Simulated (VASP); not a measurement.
**LiH (strained rocksalt): a HSE06 single-point calculation in VASP**

INCAR, step 1 (PBE orbitals to start from)

```
ENCUT = 520
LWAVE = .TRUE.
PREC = Accurate
NELM = 120
EDIFF = 1E-5
ISMEAR = 0
LCHARG = .FALSE.
LASPH = .TRUE.
NBANDS = 9
GGA = PE
LREAL = .FALSE.
SIGMA = 0.01
```

INCAR, step 2

```
AEXX = 0.25
ENCUT = 520
ALGO = Normal
LREAL = .FALSE.
SIGMA = 0.01
ISMEAR = 0
NSW = 0
NBANDS = 9
LHFCALC = .TRUE.
HFSCREEN = 0.2079
NELM = 120
PRECFOCK = Fast
GGA = PE
LASPH = .TRUE.
EDIFF = 1E-7
ISIF = 2
LCHARG = .FALSE.
PREC = Accurate
LWAVE = .FALSE.
ISTART = 1
IBRION = -1
```

KPOINTS

```
KPOINTS created by Atomic Simulation Environment
0
Gamma
8 8 8
0 0 0
```

KPOINTS_OPT

```
special points
7
Reciprocal
0.0000000000 0.0000000000 0.0000000000 1
0.5000000000 0.0000000000 0.5000000000 1
0.6250000000 0.2500000000 0.6250000000 1
0.3750000000 0.3750000000 0.7500000000 1
0.5000000000 0.5000000000 0.5000000000 1
0.5000000000 0.2500000000 0.7500000000 1
0.0000000000 0.5000000000 0.5000000000 1
```

POSCAR

```
Li H
 1.0000000000000000
     0.0000000000000000    1.9629349442999999    1.9629349442999999
     1.9629349442999999    0.0000000000000000    1.9629349442999999
     1.9629349442999999    1.9629349442999999    0.0000000000000000
 Li  H
   1   1
Cartesian
  0.0000000000000000  0.0000000000000000  0.0000000000000000
  1.9629349442999999  1.9629349442999999  1.9629349442999999
```

VASP ran with the recommended PBE PAW datasets (4 valence electrons in the cell).

Command

```
mpirun -np 1 vasp_std
```

OSZICAR

```
N       E                     dE             d eps       ncg     rms          rms(c)
DAV:   1    -0.678192091505E+01   -0.67819E+01   -0.11445E-01   524   0.234E+00    0.901E-02
DAV:   2    -0.678237996342E+01   -0.45905E-03   -0.87916E-04   619   0.219E-01    0.615E-02
DAV:   3    -0.678231942853E+01    0.60535E-04   -0.28986E-05   631   0.393E-02    0.382E-02
DAV:   4    -0.678230213704E+01    0.17291E-04   -0.15922E-05   572   0.226E-02    0.237E-02
DAV:   5    -0.678229910138E+01    0.30357E-05   -0.63507E-06   625   0.148E-02    0.150E-02
DAV:   6    -0.678229902591E+01    0.75467E-07   -0.16910E-06   550   0.769E-03    0.947E-03
DAV:   7    -0.678229939126E+01   -0.36535E-06   -0.51145E-07   613   0.443E-03    0.600E-03
DAV:   8    -0.678229969524E+01   -0.30398E-06   -0.13332E-07   540   0.228E-03    0.379E-03
DAV:   9    -0.678229988202E+01   -0.18678E-06   -0.38452E-08   279   0.136E-03    0.238E-03
DAV:  10    -0.678229995065E+01   -0.68633E-07   -0.21155E-08   270   0.105E-03
   1 F= -.67823000E+01 E0= -.67823000E+01  d E =-.832565E-53
       N       E                     dE             ncg
DAV:   1    -0.567165488386E+03   -0.16752E+04      134
DAV:   2    -0.593099887123E+03   -0.25934E+02      147
DAV:   3    -0.593436748111E+03   -0.33686E+00      178
DAV:   4    -0.593438210157E+03   -0.14620E-02      196
DAV:   5    -0.593438213109E+03   -0.29522E-05      180
DAV:   6    -0.593438213125E+03   -0.16286E-07      179
```

From OUTCAR

```
k-points           NKPTS =     29   k-points in BZ     NKDIM =    512   number of bands    NBANDS=      9

   NELECT =       4.0000    total number of electrons

   dimension x,y,z NGX =    24 NGY =   24 NGZ =   24
   dimension x,y,z NGXF=    48 NGYF=   48 NGZF=   48

  energy-cutoff  :      520.00
  volume of cell :       15.13
      direct lattice vectors                 reciprocal lattice vectors
     0.000000000  1.962934944  1.962934944    -0.254720617  0.254720617  0.254720617
     1.962934944  0.000000000  1.962934944     0.254720617 -0.254720617  0.254720617
     1.962934944  1.962934944  0.000000000     0.254720617  0.254720617 -0.254720617

 k-points in reciprocal lattice and weights: KPOINTS created by Atomic Simulation Env
   0.00000000  0.00000000  0.00000000       0.002
   0.12500000  0.00000000  0.00000000       0.016
   0.25000000  0.00000000  0.00000000       0.016
   0.37500000  0.00000000  0.00000000       0.016
   0.50000000  0.00000000  0.00000000       0.008
   0.12500000  0.12500000  0.00000000       0.012
   0.25000000  0.12500000  0.00000000       0.047
   0.37500000  0.12500000  0.00000000       0.047
   ...

 E-fermi :  -0.1959

 k-point     1 :       0.0000    0.0000    0.0000
  band No.  band energies     occupation
      1     -47.5359      2.00000
      2      -6.6430      2.00000
      3      18.5094      0.00000
      4      19.8309      0.00000
      5      19.8309      0.00000
      6      19.8310      0.00000
      7      24.5700      0.00000
      8      24.5700      0.00000
      9      24.5700      0.00000

 k-point     2 :       0.1250    0.0000    0.0000
  band No.  band energies     occupation
      1     -47.5264      2.00000
      2      -6.3193      2.00000
      3      15.7196      0.00000
      4      18.6628      0.00000
      5      19.2160      0.00000
      6      19.2160      0.00000
      7      24.1016      0.00000
      8      25.8534      0.00000
      9      25.8534      0.00000

 k-point     3 :       0.2500    0.0000    0.0000
  band No.  band energies     occupation
      1     -47.5037      2.00000
      2      -5.3926      2.00000
      3      11.1048      0.00000
      4      17.0794      0.00000
      5      18.4567      0.00000
      6      18.4567      0.00000
      7      24.2447      0.00000
      8      24.2447      0.00000
      9      25.6913      0.00000

 k-point     4 :       0.3750    0.0000    0.0000
  band No.  band energies     occupation
      1     -47.4809      2.00000
      2      -4.1142      2.00000
      3       7.3962      0.00000
      4      15.9403      0.00000
      5      18.2276      0.00000
      6      18.2277      0.00000
      7      21.9293      0.00000
      8      21.9293      0.00000
      9      28.1232      0.00000

 k-point     5 :       0.5000    0.0000    0.0000
  band No.  band energies     occupation
      1     -47.4714      2.00000
      2      -3.3754      2.00000
      3       5.8287      0.00000
      4      15.5358      0.00000
      5      18.3109      0.00000
      6      18.3109      0.00000
      7      20.9744      0.00000
      8      20.9744      0.00000
      9      29.8425      0.00000

 k-point     6 :       0.1250    0.1250    0.0000
  band No.  band energies     occupation
      1     -47.5234      2.00000
      2      -6.2032      2.00000
      3      16.3857      0.00000
      4      17.4044      0.00000
      5      17.4044      0.00000
      6      20.7658      0.00000
      7      20.9247      0.00000
      8      27.0924      0.00000
      9      27.9668      0.00000

 k-point     7 :       0.2500    0.1250    0.0000
  band No.  band energies     occupation
      1     -47.5054      2.00000
      2      -5.4479      2.00000
      3      12.6091      0.00000
      4      15.6981      0.00000
      5      16.1790      0.00000
      6      19.9833      0.00000
      7      21.9195      0.00000
      8      25.8580      0.00000
      9      28.4475      0.00000

 k-point     8 :       0.3750    0.1250    0.0000
  band No.  band energies     occupation
      1     -47.4828      2.00000
      2      -4.2014      2.00000
      3       8.5243      0.00000
      4      14.1140      0.00000
      5      15.7666      0.00000
      6      18.8355      0.00000
      7      24.1497      0.00000
      8      25.7206      0.00000
      9      25.8682      0.00000

 k-point     9 :       0.5000    0.1250    0.0000
  band No.  band energies     occupation
      1     -47.4690      2.00000
      2      -3.0985      2.00000
      3       6.0704      0.00000
      4      13.1442      0.00000
      5      16.2091      0.00000
      6      17.8989      0.00000
      7      23.9381      0.00000
      8      24.5470      0.00000
      9      28.9360      0.00000

 k-point    10 :      -0.3750    0.1250    0.0000
  band No.  band energies     occupation
      1     -47.4721      2.00000
      2      -3.3891      2.00000
      3       6.6497      0.00000
      4      12.8866      0.00000
      5      17.4711      0.00000
      6      17.5379      0.00000
      7      22.8955      0.00000
      8      25.5994      0.00000
      9      28.8495      0.00000

 k-point    11 :      -0.2500    0.1250    0.0000
  band No.  band energies     occupation
      1     -47.4902      2.00000
      2      -4.6737      2.00000
      3       9.8540      0.00000
      4      13.3107      0.00000
      5      17.9028      0.00000
      6      19.3114      0.00000
      7      22.8657      0.00000
      8      26.0277      0.00000
      9      27.4334      0.00000

 k-point    12 :      -0.1250    0.1250    0.0000
  band No.  band energies     occupation
      1     -47.5127      2.00000
      2      -5.7825      2.00000
      3      14.1132      0.00000
      4      14.5783      0.00000
      5      18.7364      0.00000
      6      20.4454      0.00000
      7      24.1987      0.00000
      8      24.4157      0.00000
      9      25.7994      0.00000

 k-point    13 :       0.2500    0.2500    0.0000
  band No.  band energies     occupation
      1     -47.4943      2.00000
      2      -4.8369      2.00000
      3      11.9934      0.00000
      4      14.5881      0.00000
      5      14.5881      0.00000
      6      17.8630      0.00000
      7      19.8214      0.00000
      8      29.3687      0.00000
      9      32.3202      0.00000

 k-point    14 :       0.3750    0.2500    0.0000
  band No.  band energies     occupation
      1     -47.4768      2.00000
      2      -3.6434      2.00000
      3       8.9997      0.00000
      4      12.1243      0.00000
      5      13.8558      0.00000
      6      18.6505      0.00000
      7      20.1704      0.00000
      8      30.2832      0.00000
      9      30.8914      0.00000

 k-point    15 :       0.5000    0.2500    0.0000
  band No.  band energies     occupation
      1     -47.4633      2.00000
      2      -2.3005      2.00000
      3       6.3680      0.00000
      4      10.1945      0.00000
      5      14.0173      0.00000
      6      18.2847      0.00000
      7      23.5614      0.00000
      8      28.6743      0.00000
      9      30.7991      0.00000

 k-point    16 :      -0.3750    0.2500    0.0000
  band No.  band energies     occupation
      1     -47.4616      2.00000
      2      -2.1427      2.00000
      3       6.1652      0.00000
      4       9.3412      0.00000
      5      15.0722      0.00000
      6      17.8563      0.00000
      7      27.0547      0.00000
      8      27.4964      0.00000
      9      30.7864      0.00000

 k-point    17 :      -0.2500    0.2500    0.0000
  band No.  band energies     occupation
      1     -47.4728      2.00000
      2      -3.4028      2.00000
      3       8.6290      0.00000
      4       9.6144      0.00000
      5      16.9708      0.00000
      6      17.7690      0.00000
      7      25.4249      0.00000
      8      27.6933      0.00000
      9      29.4996      0.00000

 k-point    18 :       0.3750    0.3750    0.0000
  band No.  band energies     occupation
      1     -47.4662      2.00000
      2      -2.4979      2.00000
      3       6.8601      0.00000
      4      12.8055      0.00000
      5      12.8055      0.00000
      6      16.0125      0.00000
      7      19.5378      0.00000
      8      34.7488      0.00000
      9      35.4411      0.00000

 k-point    19 :       0.5000    0.3750    0.0000
  band No.  band energies     occupation
      1     -47.4574      2.00000
      2      -1.1213      2.00000
      3       4.8887      0.00000
      4      10.5535      0.00000
      5      12.6592      0.00000
      6      17.7576      0.00000
      7      19.8631      0.00000
      8      33.9939      0.00000
      9      35.4646      0.00000

 ...

  Total        0.1630935      0.1630935      0.1630935     -0.0000000     -0.0000000     -0.0000000
  in kB       17.2742635     17.2742635     17.2742635     -0.0000000     -0.0000000     -0.0000000
  external PRESSURE =      17.2742635 kB  Pullay stress =       0.0000000 kB

 POSITION                                       TOTAL-FORCE (eV/Angst)
 -----------------------------------------------------------------------------------
      0.00000      0.00000      0.00000        -0.000000      0.000000      0.000000
      1.96293      1.96293      1.96293         0.000000      0.000000      0.000000
 -----------------------------------------------------------------------------------
    total drift:                               -0.000000     -0.000000     -0.000000

  FREE ENERGIE OF THE ION-ELECTRON SYSTEM (eV)
  ---------------------------------------------------
  free  energy   TOTEN  =        -6.7822999507 eV

  energy  without entropy=       -6.7822999507  energy(sigma->0) =       -6.78229995
```

```json
{"gap between bands v and c": "3.93 eV", "least direct gap": "3.93 eV", "pressure": "1.7 GPa"}
```

Band v is the last that the valence electrons fill when counted band by band, and c is the next.

The run (its last step) took about 3.9 min on one core of a shared host (Intel Xeon Platinum 8488C) and held 0.27 GiB at most.
